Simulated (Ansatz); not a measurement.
**ZnS (Wurtzite-6H): equation of state with PBE**

Crystal: ZnS (Wurtzite-6H).

```
Zn S
1.0
     3.81200    0.00000    0.00000
    -1.90600    3.30129    0.00000
     0.00000    0.00000   18.68999
Zn S
6 6
Direct
  0.33333 0.66667 0.83333
  0.66667 0.33333 0.33333
  0.66667 0.33333 0.66667
  0.33333 0.66667 0.16667
  0.00000 0.00000 0.50000
  0.00000 0.00000 0.00000
  0.33333 0.66667 0.95833
  0.66667 0.33333 0.45833
  0.66667 0.33333 0.79167
  0.33333 0.66667 0.29167
  0.00000 0.00000 0.62500
  0.00000 0.00000 0.12500
```

```yaml
Program: Ansatz 0.2.0
Task: equation of state
Functional: PBE
Potentials_or_basis: Ansatz PAW polarizable
Cutoff: 420 eV
Density_cutoff: 1680 eV
k_mesh: 8 × 8 × 2
Occupations: fermi-dirac, width 0.05 eV
Spin: no spin polarisation
```

```
Equilibrium volume                        : 20.17 Å³/atom
Bulk modulus at fixed shape and positions : 69 GPa
Pressure derivative of the bulk modulus   : 4.4
```

Energy against volume, from the lowest point:
```tsv
volume (Å³/atom)	energy (meV/atom)
18.424	38.18
18.816	21.95
19.208	10.50
19.600	3.33
19.992	0.00
20.384	0.14
20.776	3.40
```

All runs of the series together: 100 s on 2 threads of Arm Neoverse V2 (shared host).

Caveat: the cell was scaled at fixed shape and fractional positions, which overstates the stiffness of a crystal with free parameters, most of all of layers and chains.
